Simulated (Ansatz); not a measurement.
A run of Ansatz 0.2.0 is set up as follows.

File input.yaml:

```yaml
crystal:
  lattice:
    - [0.0, 2.1315, 2.1315]
    - [2.1315, 0.0, 2.1315]
    - [2.1315, 2.1315, 0.0]
  atoms:
    - { symbol: Co, position: [0.0, 0.0, 0.0], spin: 2.0 }
    - { symbol: O, position: [0.5, 0.5, 0.5] }
kpoints:
  mp_grid: { grid: [11, 11, 11] }
scf:
  occupations: { method: fermi_dirac, width: 0.05 }
hamiltonian:
  xc: pbe
  pseudopotentials: { kind: all_electron, lapw: { basis_error: 0.001 } }
magnetization:
  spin_polarized: true
output:
  forces: true
  stress: true
relax:
  f_tol: 0.005
  max_steps: 60
  cell: {}
```

Potentials or basis: all-electron LAPW, scalar-relativistic.

Command:

```console
$ ansatz run input.yaml --threads 2 --pin off --max-ram 6144MiB --backend cpu --events-out ev --progress --plain --runs-dir out
```

**Question.** Predict the relaxed volume.

**Answer.** 9.57 Å³/atom.

**Question.** Predict the relaxed cell.

**Answer.** a = 3.003 Å, b = 3.003 Å, c = 3.003 Å, α = 60.00°, β = 60.00°, γ = 60.00°.

The path:
| step | energy change (eV) | largest force (eV/Å) | volume (Å³) |
| --- | --- | --- | --- |
| 1 | 0.0000 | 0.0000 | 19.37 |
| 2 | -0.0010 | 0.0000 | 19.26 |
| 3 | -0.0014 | 0.0000 | 19.14 |
| 4 | -0.0014 | 0.0000 | 19.14 |

Caveat: a cell with one magnetic atom can't hold antiferromagnetic order, which such compounds often take.
